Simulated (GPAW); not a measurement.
Runs of GPAW 26.7.0 on HfB2. It takes space group P6/mmm (No. 191, hexagonal). Conventional cell: a = 3.140 Å, b = 3.140 Å, c = 3.480 Å, α = 90.00°, β = 90.00°, γ = 120.00°. Hf (site symmetry 6/mmm) is surrounded by 12 B at 2.51 Å. Around B (site symmetry -6m2) lie 3 B at 1.81 Å. 

| level | U | k mesh | cutoff (eV) | maxiter | convergence | gap on the mesh (eV) | pressure (GPa) |
| --- | --- | --- | --- | --- | --- | --- | --- |
| LDA+U | Hf d U = 3 eV | 10 × 10 × 8 | 800 | 150 | - | none | -1.3 |
| LDA+U | Hf d U = 2 eV | 10 × 10 × 8 | 800 | 150 | - | none | -4.3 |
| LDA | - | 10 × 10 × 8 | 800 | 150 | - | none | (c) |
| LDA+U | Hf d U = 8 eV | 10 × 10 × 8 | 800 | 150 | - | none | (a) |
| LDA | - | 8 × 8 × 6 | 600 | 120 | default | none | -9.6 |
| LDA+U | Hf d U = 6 eV | 10 × 10 × 8 | 800 | 150 | - | none | 8.5 |
| LDA+U | Hf d U = 5 eV | 10 × 10 × 8 | 800 | 150 | - | none | 5.1 |
| LDA+U | Hf d U = 4 eV | 10 × 10 × 8 | 800 | 150 | - | none | (b) |

Alike in all rows: task single point; potentials or basis the program's PAW data sets (release 1.2.1) made for this functional, pw; no spin polarisation; cell as given; smearing fermi-dirac 0.05 eV.

Problem. Estimate the missing entries.

Solution. (a) 15.9; (b) 1.8; (c) -9.7.

Caveats: U without spin polarisation on a metal has little footing (some runs); the U is typed as a test and isn't derived for this compound (some runs); the cutoff is short for stress and forces, so pressures can be off by a GPa or more (some runs).

A k mesh can miss the band edges, and the runs leave out spin-orbit coupling on Hf.

A gap of «none» marks a metal or a gap under the smearing width.
